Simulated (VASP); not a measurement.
# InAs (F-43m) in VASP: settings compared

The runs below take InAs through single point, with PBEsol, PBE0, HF.

All numbers are computed with VASP 6.6.1; they aren't measurements. Logs are shortened: lines on timing, memory, paths and dates and some standing lists are left out, and cuts for length are marked.

**Experimental background.**

A printed reference work, data compilation reports, for a bulk crystal of InAs at 4.2 K: band gap 0.418 eV (direct).

How close the calculation comes is told below.

### 1 The cell of the first run

The structure is cubic, space group F-43m (No. 216). Conventional cell: a = 6.088 Å, b = 6.088 Å, c = 6.088 Å, α = 90.00°, β = 90.00°, γ = 90.00°. Within 3.5 Å of In (site symmetry -43m) lie 4 As at 2.64 Å. Within 3.5 Å of As (site symmetry -43m) lie 4 In at 2.64 Å.

### 2 Single point, PBEsol

The input, INCAR:

```
PREC = Accurate
ENCUT = 520
EDIFF = 1E-7
ISMEAR = 0
SIGMA = 0.1
LREAL = False
LASPH = True
NELM = 100
ALGO = Normal
ISIF = 2
LWAVE = False
LCHARG = False
GGA = PS
NBANDS = 16
```

The input, KPOINTS:

```
Automatic mesh
0
Gamma
  12 12 12
```

The input, POSCAR:

```
InAs
1.0
    0.0000000000      3.0438898531      3.0438898531
    3.0438898531      0.0000000000      3.0438898531
    3.0438898531      3.0438898531      0.0000000000
In As
1 1
Direct
    0.0000000000      0.0000000000      0.0000000000
    0.2500000000      0.2500000000      0.2500000000
```

Potentials or basis: VASP PAW PBE potentials, release 64 (In_d, As).

Command:

```console
> cat potpaw_PBE.64/In_d/POTCAR potpaw_PBE.64/As/POTCAR > POTCAR
> mpirun -np 1 vasp_std > vasp.out
```

OUTCAR:

```text
PREC = Accurate
   ENCUT = 520
   EDIFF = 1E-7
   ISMEAR = 0
   LREAL = False
   LASPH = True
   NELM = 100
   ISIF = 2
   GGA = PS

 ion  position               nearest neighbor table
   1  0.000  0.000  0.000-   2 2.64   2 2.64   2 2.64   2 2.64
   2  0.250  0.250  0.250-   1 2.64   1 2.64   1 2.64   1 2.64

  LATTYP: Found a face centered cubic cell.
 ALAT       =     6.0877797062

  Lattice vectors:

 A1 = (   0.0000000000,   3.0438898531,   3.0438898531)
 A2 = (   3.0438898531,   0.0000000000,   3.0438898531)
 A3 = (   3.0438898531,   3.0438898531,   0.0000000000)

Analysis of symmetry for initial positions (statically):
=====================================================================
 Subroutine PRICEL returns:
 Original cell was already a primitive cell.

 Routine SETGRP: Setting up the symmetry group for a
 face centered cubic supercell.

 Subroutine GETGRP returns: Found 24 space group operations
 (whereof 24 operations were pure point group operations)
 out of a pool of 48 trial point group operations.

The static configuration has the point symmetry T_d .

Analysis of symmetry for dynamics (positions and initial velocities):
=====================================================================
 Subroutine PRICEL returns:
 Original cell was already a primitive cell.

 Routine SETGRP: Setting up the symmetry group for a
 face centered cubic supercell.

 Subroutine GETGRP returns: Found 24 space group operations
 (whereof 24 operations were pure point group operations)
 out of a pool of 48 trial point group operations.

The dynamic configuration has the point symmetry T_d .

 Subroutine INISYM returns: Found 24 space group operations
 (whereof 24 operations are pure point group operations),
 and found     1 'primitive' translations

----------------------------------------------------------------------------------------

                                     Primitive cell

  volume of cell :      56.4049

  direct lattice vectors                    reciprocal lattice vectors
     0.000000000  3.043889853  3.043889853    -0.164263500  0.164263500  0.164263500
     3.043889853  0.000000000  3.043889853     0.164263500 -0.164263500  0.164263500
     3.043889853  3.043889853  0.000000000     0.164263500  0.164263500 -0.164263500

  length of vectors
     4.304710313  4.304710313  4.304710313     0.284512727  0.284512727  0.284512727

  position of ions in fractional coordinates (direct lattice)
     0.000000000  0.000000000  0.000000000
     0.250000000  0.250000000  0.250000000

  ion indices of the primitive-cell ions
   primitive index   ion index
                 1           1
                 2           2

----------------------------------------------------------------------------------------

 KPOINTS: Automatic mesh

Automatic generation of k-mesh.
 Grid dimensions read from file:
 generate k-points for:   12   12   12

 Generating k-lattice:

  Cartesian coordinates                     Fractional coordinates (reciprocal lattice)
    -0.013688625  0.013688625  0.013688625     0.083333333  0.000000000  0.000000000
     0.013688625 -0.013688625  0.013688625     0.000000000  0.083333333  0.000000000
     0.013688625  0.013688625 -0.013688625     0.000000000  0.000000000  0.083333333

  Length of vectors
     0.023709394  0.023709394  0.023709394

  Shift w.r.t. Gamma in fractional coordinates (k-lattice)
     0.000000000  0.000000000  0.000000000

 Subroutine IBZKPT returns following result:
 ===========================================

 Found     72 irreducible k-points:

 Following reciprocal coordinates:
            Coordinates               Weight
  0.000000  0.000000  0.000000      1.000000
  0.083333  0.000000  0.000000      8.000000
  0.166667  0.000000  0.000000      8.000000
  0.250000  0.000000  0.000000      8.000000
  0.333333  0.000000  0.000000      8.000000
  0.416667  0.000000  0.000000      8.000000
[... 16 lines left out ...]
  0.500000  0.166667  0.000000     24.000000
 -0.416667  0.166667  0.000000     24.000000
 [... further k-points ...]
   k-points           NKPTS =     72   k-points in BZ     NKDIM =     72   number of bands    NBANDS=     16
   number of dos      NEDOS =    301   number of ions     NIONS =      2
   total plane-waves  NPLWV =  32768
   dimension x,y,z NGX =    32 NGY =   32 NGZ =   32
   dimension x,y,z NGXF=    64 NGYF=   64 NGZF=   64
   ions per type =               1   1
   NGX,Y,Z   is equivalent  to a cutoff of  12.36, 12.36, 12.36 a.u.
   NGXF,Y,Z  is equivalent  to a cutoff of  24.72, 24.72, 24.72 a.u.
 SYSTEM =  unknown system
   PREC   = accura    normal or accurate (medium, high low for compatibility)
   ISTART =      0    job   : 0-new  1-cont  2-samecut
   ICHARG =      2    charge: 1-file 2-atom 10-const
   ISPIN  =      1    spin polarized calculation?
   LNONCOLLINEAR =      F non collinear calculations
   LSORBIT =      F    spin-orbit coupling
   LASPH  =      T    aspherical Exc in radial PAW
   ENCUT  =  520.0 eV  38.22 Ry    6.18 a.u.   8.00  8.00  8.00*2*pi/ulx,y,z
   NELM   =    100;   NELMIN=  2; NELMDL= -5     # of ELM steps
   EDIFF  = 0.1E-06   stopping-criterion for ELM
   LREAL  =      F    real-space projection
   EDIFFG = 0.1E-05   stopping-criterion for IOM
   NSW    =      0    number of steps for IOM
   IBRION =     -1    ionic relax: 0-MD 1-quasi-New 2-CG
   NFREE  =      0    steps in history (QN), initial steepest desc. (CG)
   ISIF   =      2    stress and relaxation
   ISYM   =      2    0-nonsym 1-usesym 2-fastsym
   POTIM  = 0.5000    time-step for ionic-motion
   TEBEG  =    0.0;   TEEND  =   0.0 temperature during run
   PSTRESS=    0.0 pullay stress
   NELECT =      18.0000    total number of electrons
   NUPDOWN=      -1.0000    fix difference up-down
   EMIN   =  10.00;   EMAX   =-10.00  energy-range for DOS
   EFERMI =   0.00;   METHOD = LEGACY
   ISMEAR =     0;   SIGMA  =   0.10  broadening in eV -4-tet -1-fermi 0-gaus
   EFERMI_NEDOS =   21; number of points for ismear=-14 and -15
   IALGO  =     38    algorithm
   IMIX   =      4    mixing-type and parameters
     AMIX     =   0.40;   BMIX     =  1.00
     AMIX_MAG =   1.60;   BMIX_MAG =  1.00
  volume/ion in A,a.u.               =      28.20       190.32
  Fermi-wavevector in a.u.,A,eV,Ry     =   1.118734  2.114100 17.028578  1.251565
  Thomas-Fermi vector in A             =   2.255367
   LORBIT       =      0    0 simple, 1 ext, 2 COOP (PROOUT), +10 PAW based schemes
   GGA     = PS    functional components
   LHFCALC =     F    Hartree Fock is set to
   AEXX    =    0.0000 exact exchange contribution
   IVDW    =     0    specifies the selected vdW correction
   LEPSILON=     F    determine dielectric tensor
   LRPA    =     F    only Hartree local field effects (RPA)
 non-spin polarized calculation
 Gauss-broadening in eV      SIGMA  =   0.10
  energy-cutoff  :      520.00
  volume of cell :       56.40
 maximum number of plane-waves:      1540
   NGX = 17   NGY = 17   NGZ = 17

 number of electron      17.9999992 magnetization

 Free energy of the ion-electron system (eV)
  ---------------------------------------------------
  ext. energy  EPLUGINS =         0.00000000
  ---------------------------------------------------
  free energy    TOTEN  =        -8.49070666 eV

  energy without entropy =       -8.49055370  energy(sigma->0) =       -8.49063018

 E-fermi :   4.2313     XC(G=0):  -9.1966

 val. band max:        4.1708916149   @ k =   0.0000   0.0000   0.0000
 cond. band min:       4.8848483740   @ k =   0.0833   0.0000   0.0000
 fundamental gap:      0.7139567591
 Fermi energy:         4.2313438086

 k-point     1 :       0.0000    0.0000    0.0000
  band No.  band energies     occupation
      1     -10.1203      2.00000
      2     -10.1203      2.00000
      3     -10.1203      2.00000
      4     -10.0006      2.00000
      5     -10.0006      2.00000
      6      -7.5903      2.00000
[... 8 lines left out ...]
     15      13.7843      0.00000
     16      13.7843      0.00000

 k-point     2 :       0.0833    0.0000    0.0000
  band No.  band energies     occupation
      1     -10.1292      2.00000
      2     -10.1178      2.00000
      3     -10.1178      2.00000
      4     -10.0007      2.00000
      5     -10.0007      2.00000
      6      -7.5197      2.00000
[... 8 lines left out ...]
     15      13.1888      0.00000
     16      13.1888      0.00000

 k-point     3 :       0.1667    0.0000    0.0000
  band No.  band energies     occupation
      1     -10.1525      2.00000
      2     -10.1111      2.00000
      3     -10.1111      2.00000
      4     -10.0006      2.00000
      5     -10.0006      2.00000
      6      -7.3157      2.00000
[... 8 lines left out ...]
     15      12.6829      0.00000
     16      12.6830      0.00000

 k-point     4 :       0.2500    0.0000    0.0000
  band No.  band energies     occupation
      1     -10.1827      2.00000
      2     -10.1029      2.00000
      3     -10.1029      2.00000
      4      -9.9995      2.00000
      5      -9.9995      2.00000
      6      -7.0035      2.00000
[... 8 lines left out ...]
     15      12.6432      0.00000
     16      12.6432      0.00000
[... 324 lines left out ...]
 k-point    22 :       0.4167    0.1667    0.0000
  band No.  band energies     occupation
      1     -10.2369      2.00000
      2     -10.0851      2.00000
      3     -10.0793      2.00000
      4     -10.0093      2.00000
      5      -9.9896      2.00000
      6      -6.3245      2.00000
[... 8 lines left out ...]
     15      14.1098      0.00000
     16      14.8387      0.00000

 k-point    23 :       0.5000    0.1667    0.0000
  band No.  band energies     occupation
      1     -10.2471      2.00000
      2     -10.0840      2.00000
      3     -10.0775      2.00000
      4     -10.0046      2.00000
      5      -9.9908      2.00000
      6      -6.0629      2.00000
[... 8 lines left out ...]
     15      14.3949      0.00000
     16      14.9068      0.00000

 k-point    24 :      -0.4167    0.1667    0.0000
  band No.  band energies     occupation
      1     -10.2469      2.00000
      2     -10.0845      2.00000
      3     -10.0789      2.00000
      4     -10.0000      2.00000
      5      -9.9947      2.00000
      6      -6.0220      2.00000
[... 8 lines left out ...]
     15      13.7491      0.00000
     16      14.1259      0.00000

 [... further k-points ...]
[... 5 lines left out ...]
  --------------------------------------------------------------------------------------
  -------------------------------------------------------------------------------------
  Total        0.0232778      0.0232778      0.0232778     -0.0000000     -0.0000000     -0.0000000
  in kB        0.6612053      0.6612053      0.6612053     -0.0000000     -0.0000000     -0.0000000
  external PRESSURE =       0.6612053 kB  Pullay stress =       0.0000000 kB

 VOLUME and BASIS-vectors are now :
 -----------------------------------------------------------------------------
  energy-cutoff  :      520.00
  volume of cell :       56.40
      direct lattice vectors                 reciprocal lattice vectors
     0.000000000  3.043889853  3.043889853    -0.164263500  0.164263500  0.164263500
     3.043889853  0.000000000  3.043889853     0.164263500 -0.164263500  0.164263500
     3.043889853  3.043889853  0.000000000     0.164263500  0.164263500 -0.164263500

 POSITION                                       TOTAL-FORCE (eV/Angst)
 -----------------------------------------------------------------------------------
      0.00000      0.00000      0.00000        -0.000000     -0.000000     -0.000000
      1.52194      1.52194      1.52194         0.000000      0.000000      0.000000
 -----------------------------------------------------------------------------------
    total drift:                               -0.000000     -0.000000     -0.000000

  FREE ENERGIE OF THE ION-ELECTRON SYSTEM (eV)
  ---------------------------------------------------
  free  energy   TOTEN  =        -8.4907066575 eV

  energy  without entropy=       -8.4905537012  energy(sigma->0) =       -8.49063018
```

Run time: 25 s. Hardware: 1 thread of AMD EPYC 9R45 (Zen 5), shared host; peak memory 0.19 GiB.

What came out:

| Property | Result |
| --- | --- |
| Free energy | -8.4907 eV |
| Pressure | 0.1 GPa |
| Band gap on the k mesh | zero (filled and empty bands touch) |

Caveat: the PAW data sets were made with another functional, which shifts forces and pressure a little; spin-orbit coupling is left out, which moves the levels of the heavy elements.

### 3 Single point, PBE0

POSCAR is that of step 2.

The input, INCAR.step1:

```
PREC = Accurate
ENCUT = 520
EDIFF = 1E-5
ISMEAR = 0
SIGMA = 0.1
LREAL = False
LASPH = True
NELM = 80
ALGO = Normal
ISIF = 2
LWAVE = True
LCHARG = False
NBANDS = 16
GGA = PE
```

The input, INCAR.step2:

```
PREC = Accurate
ENCUT = 520
EDIFF = 1E-6
ISMEAR = 0
SIGMA = 0.1
LREAL = False
LASPH = True
NELM = 80
ALGO = Normal
ISIF = 2
LWAVE = False
LCHARG = False
GGA = PE
LHFCALC = True
AEXX = 0.25
PRECFOCK = Normal
NBANDS = 16
ISTART = 1
```

The input, KPOINTS:

```
Automatic mesh
0
Gamma
  4 4 4
```

Potentials or basis: VASP PAW PBE potentials, release 64 (In_d, As).

Command:

```console
> cat potpaw_PBE.64/In_d/POTCAR potpaw_PBE.64/As/POTCAR > POTCAR
> cp INCAR.step1 INCAR
> mpirun -np 1 vasp_std > vasp.out
> cp INCAR.step2 INCAR
> mpirun -np 1 vasp_std > vasp.out
```

It took 5 min on 1 thread of AMD EPYC 9R45 (Zen 5), shared host; peak memory 0.16 GiB.

It converged, with:

```yaml
Free_energy: -10.0285 eV
Pressure: 0.3 GPa
Band_gap_on_the_k_mesh: 1.14 eV, direct
```

Levels at points of the mesh, in eV from the valence-band top:
| k point | band 7 | band 8 | band 9 | band 10 | band 11 | band 12 |
| --- | --- | --- | --- | --- | --- | --- |
| (0.00, 0.00, 0.00) | 0.00 | 0.00 | 0.00 | 1.14 | 5.38 | 5.38 |
| (0.50, 0.00, 0.00) | -6.21 | -1.05 | -1.05 | 2.32 | 6.17 | 6.17 |
| (0.50, 0.50, 0.00) | -6.29 | -2.48 | -2.48 | 2.85 | 3.44 | 10.92 |

Caveat: the k points lie up to 0.45 Å⁻¹ apart; the PAW data sets were made with another functional, which shifts forces and pressure a little; spin-orbit coupling is left out, which moves the levels of the heavy elements.

### 4 Single point, HF

POSCAR is that of step 3.

The input, INCAR.step1:

```
PREC = Accurate ; ENCUT = 520
EDIFF = 1E-5 ; ISMEAR = 0
SIGMA = 0.1 ; LREAL = F
LASPH = T ; NELM = 100
ALGO = Normal ; ISIF = 2
LWAVE = T ; LCHARG = F
GGA = PE ; NBANDS = 16
```

The input, INCAR.step2:

```
PREC = Accurate ; ENCUT = 520
EDIFF = 1E-6 ; ISMEAR = 0
SIGMA = 0.1 ; LREAL = F
LASPH = T ; NELM = 100
ALGO = Normal ; ISIF = 2
LWAVE = F ; LCHARG = F
GGA = PE ; LHFCALC = T
AEXX = 1.0 ; ALDAC = 0.0
AGGAC = 0.0 ; PRECFOCK = Normal
ISTART = 1 ; NBANDS = 16
```

KPOINTS is that of step 3.

Command:

```console
> cat potpaw_PBE.64/In_d/POTCAR potpaw_PBE.64/As/POTCAR > POTCAR
> cp INCAR.step1 INCAR
> mpirun -np 1 vasp_std > vasp.out
> cp INCAR.step2 INCAR
> mpirun -np 1 vasp_std > vasp.out
```

Wall time 8.5 min (1 thread of AMD EPYC 9R45 (Zen 5), shared host); peak memory 0.16 GiB.

It converged, with:

```yaml
Free_energy: -15.5482 eV
Pressure: 1.9 GPa
Band_gap_on_the_k_mesh: 6.24 eV, direct
```

Levels at points of the mesh, in eV from the valence-band top:
```tsv
k point	band 5	band 6	band 7	band 8	band 9	band 10	band 11	band 12	band 13	band 14
(0.00, 0.00, 0.00)	-20.90	-16.32	0.00	0.00	0.00	6.24	10.34	10.34	10.34	14.63
(0.50, 0.00, 0.00)	-20.90	-14.37	-7.45	-1.25	-1.25	7.20	11.13	11.13	13.52	16.50
(0.50, 0.50, 0.00)	-20.88	-13.62	-7.50	-2.98	-2.98	7.27	8.12	16.88	17.30	17.30
```

Caveat: the k points lie up to 0.45 Å⁻¹ apart; the PAW data sets were made with another functional, which shifts forces and pressure a little; spin-orbit coupling is left out, which moves the levels of the heavy elements.

### 5 Overview

| level | k mesh | grid for exact exchange (PRECFOCK) | gap on the mesh (eV) | pressure (GPa) |
| --- | --- | --- | --- | --- |
| PBEsol | 12 × 12 × 12 | - | none | 0.1 |
| PBE0 | 4 × 4 × 4 | Normal | 1.14 | 0.3 |
| HF | 4 × 4 × 4 | Normal | 6.24 | 1.9 |

Alike in all rows: task single point; potentials or basis VASP PAW PBE potentials, release 64 (In_d, As); no spin polarisation; cell a = 4.305 Å, angles 60.0°, 2 atoms; cutoff (eV) 520; smearing gaussian 0.1 eV.

Caveats: some runs use coarse meshes; the PAW data sets were made with another functional, which shifts forces and pressure a little; spin-orbit coupling is left out, which moves the levels of the heavy elements.

Total energies depend on the potentials used, so only differences within one code and one set of settings carry meaning.

### 6 How close it comes

Step 2. Against the measured gap of InAs, 0.418 eV (direct; 4.2 K; a printed reference work, data compilation), the calculated 0.00 eV is off by -0.42 eV. Spin-orbit coupling on As, In is left out. The value is that of PBEsol on a finite k mesh, which can miss the band edges, without temperature or zero-point motion. Semilocal functionals fall short of measured gaps as a rule.
